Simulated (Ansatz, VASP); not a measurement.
## Ru in VASP and in Ansatz

```
CELL_PARAMETERS angstrom
0.00000 1.91500 1.91500
1.91500 0.00000 1.91500
1.91500 1.91500 0.00000
ATOMIC_POSITIONS crystal
Ru 0.00000 0.00000 0.00000
```

This isn't the form of Ru at room conditions, which is hcp.

Alike in both runs: task relaxation of cell and atoms; functional PBE; k mesh 18 × 18 × 18; occupations gaussian, width 0.1 eV; no spin polarisation.

|  | VASP | Ansatz |
| --- | --- | --- |
| version | VASP 6.6.1 | Ansatz 0.2.0 |
| potentials or method | VASP PAW PBE potentials, release 64 (Ru_pv) | scalar-relativistic, plane waves, PAW |
| plane-wave cutoff (eV) | 600 | 420 |
| valence electrons in the cell | 14 | 16 |

Ansatz gave:

| Item | Value |
| --- | --- |
| gap on the k mesh at the Fermi level, each at its own relaxed structure (eV) | none |
| relaxed volume (Å³/atom) | 13.83 |
| relaxed cell length with the largest relative difference (Å) | 2.694 |
| energy change over the relaxation (meV/atom) | -3 |

Q: What did VASP give for the same quantities?

A: gap on the k mesh at the Fermi level, each at its own relaxed structure (eV): none; relaxed volume (Å³/atom): 13.82; relaxed cell length with the largest relative difference (Å): 2.694; energy change over the relaxation (meV/atom): -3.

A gap of «none» marks a metal or a gap that the smearing closes. The two sets of potentials don't hold the same shells in valence.
